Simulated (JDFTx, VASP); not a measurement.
Given: the input of a run of JDFTx 1.7.0 (patched build) on GaAs. 

File GaAs.in:

```
lattice \
    0.0000000000     5.3419722954     5.3419722954 \
    5.3419722954     0.0000000000     5.3419722954 \
    5.3419722954     5.3419722954     0.0000000000
coords-type Lattice
ion As     0.7500000000     0.7500000000     0.7500000000 1
ion Ga     0.0000000000     0.0000000000     0.0000000000 1

ion-species pseudo/As.upf
ion-species pseudo/Ga.upf
elec-cutoff 42 336
elec-ex-corr gga-PBEsol
kpoint-folding 8 8 8
elec-smearing Fermi 0.0018374661
elec-n-bands 21
electronic-SCF nIterations 100 energyDiffThreshold 1e-09
electronic-minimize nIterations 30 energyDiffThreshold 1e-7
converge-empty-states yes
forces-output-coords Cartesian

dump-name run.$VAR
dump End Ecomponents EigStats BandEigs Kpoints Forces Stress ElecDensity Dtot KEdensity
```

Potentials or basis: PseudoDojo-SR-PBEsol-0.4.1-standard with smoothed tails.

Command:

```console
$ jdftx -c 1 -i GaAs.in -o GaAs.out
```

Q: Translate it to VASP 6.6.1. Potentials or basis there: PBE PAW files As, Ga_d, 520 eV.

A: As run (cutoffs and basis follow the program's own potentials, and thresholds, step limits or extra output files can differ):

The input INCAR:

```
PREC = Accurate ; ENCUT = 520
EDIFF = 1E-7 ; ISMEAR = -1
SIGMA = 0.05 ; LREAL = False
LASPH = True ; NELM = 60
ALGO = Normal ; ISIF = 2
LWAVE = False ; LCHARG = True
GGA = PS ; LELF = True
LVHAR = True ; NBANDS = 16
```

Contents of KPOINTS:

```
regular mesh
0
Gamma
  8 8 8
```

The input POSCAR:

```
GaAs
1.0
    0.0000000000      2.8268500000      2.8268500000
    2.8268500000      0.0000000000      2.8268500000
    2.8268500000      2.8268500000      0.0000000000
As Ga
1 1
Direct
    0.7500000000      0.7500000000      0.7500000000
    0.0000000000      0.0000000000      0.0000000000
```

Potentials or basis: VASP PAW PBE potentials, release 64 (As, Ga_d).

Run with:

```console
$ cat potpaw_PBE.64/As/POTCAR potpaw_PBE.64/Ga_d/POTCAR > POTCAR
$ mpirun -np 1 vasp_std > vasp.out
```

Both were run:

|  | JDFTx | VASP |
| --- | --- | --- |
| Pressure | 0.3 GPa | 0.3 GPa |

The potentials hold 28 and 18 valence electrons a cell.

VASP's potentials were made for PBE.

Pressure is positive in compression.
